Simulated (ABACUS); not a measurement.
Wanted: the native input for an ABACUS 3.10.1 run.

```
Task                                          : single point
Functional                                    : PBE
Potentials or basis                           : PseudoDojo NC SR 0.4.1 PBE standard
Cutoff                                        : 1361 eV
Density cutoff                                : 5442 eV
Basis                                         : DZP LCAO (the cutoffs set its grid)
k mesh                                        : 9 × 9 × 9
Occupations                                   : fermi-dirac, width 0.05 eV
Spin                                          : no spin polarisation
Orbital files                                 : Pb Pb_confined-atom_8au_2s2p2d.orb, O O_confined-atom_6au_2s2p1d.orb
Radial cutoff of the potentials (pseudo_rcut) : 10 bohr
SCF threshold on the density                  : 1e-07
Max SCF steps                                 : 100
Eigensolver                                   : genelpa
Mixing                                        : broyden
Mixing share                                  : 0.7
Symmetry key                                  : 1
Bands                                         : 17
```

PbO2:

```
CELL_PARAMETERS angstrom
0.00000 2.70199 2.70199
2.70199 0.00000 2.70199
2.70199 2.70199 0.00000
ATOMIC_POSITIONS crystal
Pb 0.99611 0.00198 0.00536
O 0.74542 0.74686 0.74195
O 0.23800 0.27224 0.24122
```

The cell comes from a database or a generator and needn't be the stable form of this composition.

The cell isn't the ideal one: atoms moved at random, drawn with an rms of 0.05 Å.

The input as run:

INPUT

```
INPUT_PARAMETERS
suffix              PbO2
calculation         scf
basis_type          lcao
pseudo_dir          ./
orbital_dir         ./
symmetry            1
dft_functional      pbe
ecutwfc             100
pseudo_rcut         10
nspin               1
nbands              17
ks_solver           genelpa
smearing_method     fd
smearing_sigma      0.00367493
scf_thr             1e-07
scf_nmax            100
mixing_type         broyden
mixing_beta         0.7
cal_force           1
cal_stress          1
out_mul             1
```

STRU

```
ATOMIC_SPECIES
Pb 207.2000 Pb.upf
O 15.9990 O.upf

NUMERICAL_ORBITAL
Pb_confined-atom_8au_2s2p2d.orb
O_confined-atom_6au_2s2p1d.orb

LATTICE_CONSTANT
1.8897261246

LATTICE_VECTORS
0.0000000000 2.7019920000 2.7019920000
2.7019920000 0.0000000000 2.7019920000
2.7019920000 2.7019920000 0.0000000000

ATOMIC_POSITIONS
Direct

Pb
0.0
1
-0.0038920000 0.0019790000 0.0053630000 1 1 1

O
0.0
2
0.7454200000 0.7468610000 0.7419540000 1 1 1
0.2379960000 0.2722400000 0.2412150000 1 1 1
```

KPT

```
K_POINTS
0
Gamma
9 9 9 0 0 0
```

Potentials or basis: PseudoDojo NC SR 0.4.1 PBE standard, DZP LCAO (the cutoffs set its grid).

Command:

```sh
$ OMP_NUM_THREADS=1 mpirun -np 4 abacus > log
```

It gave:

| Quantity | Value |
| --- | --- |
| Pressure | 5.8 GPa |
| Largest force | 0.584 eV/Å |
| Band gap on the k mesh | none (metal or under the smearing width) |
| Mulliken charges | Pb +1.30; O -0.65 e |

Caveat: the atomic orbitals were generated for these runs and aren't a published set; Mulliken charges move with the basis; the basis of atomic orbitals isn't converged, which shifts pressures, moduli and gaps.

It took 12 s on 4 MPI ranks on AMD EPYC 7B13 (Zen 3), with other jobs on the host, peak memory 0.52 GiB a rank.
